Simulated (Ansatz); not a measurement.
## AlN: energy along a strain

AlN, P6_3mc, a = 3.107 Å, c = 4.978 Å. Ansatz: r2SCAN, PAW, 500 eV, Γ-centred 12×12×6 mesh on 4 atoms, Gaussian smearing 0.05 eV; no spin polarisation. Cell vectors (Å): 3.107 0.000 0.000; -1.553 2.690 0.000; 0.000 0.000 4.978. The cell is strained by x per cent times the pattern (0 0 0 0 1 0) in the order xx yy zz yz xz xy (engineering shears), with fractional coordinates held. y is the free energy over the start, V0 = 10.403 Å³/atom. Symmetry makes y even in x.

| x (%) | y (meV/atom) |
| --- | --- |
| -6.00 | ? |
| -3.00 | 3.99 |
| 0.00 | 0.00 |
| 0.75 | 0.25 |
| 1.50 | 1.00 |
| 2.25 | 2.24 |
| 3.75 | 6.23 |
| 4.50 | 8.98 |
| 5.25 | 12.22 |

Q: Fit y = c2 x² + c4 x⁴ to the other rows, get the stiffness along the pattern, and predict the missing energy.

A: Least squares on the rows shown. y = 0.44305 x² + 1.2510×10⁻⁵ x⁴. The clamped-ion stiffness p·C·p = 2 × 4.431 eV × 160.2 / 10.403 Å³ = 136 GPa, which is C55 in these axes. At x = -6.00 the fit asked for gives 15.97 meV/atom. The run gave 15.97 meV/atom, the same to the digits shown.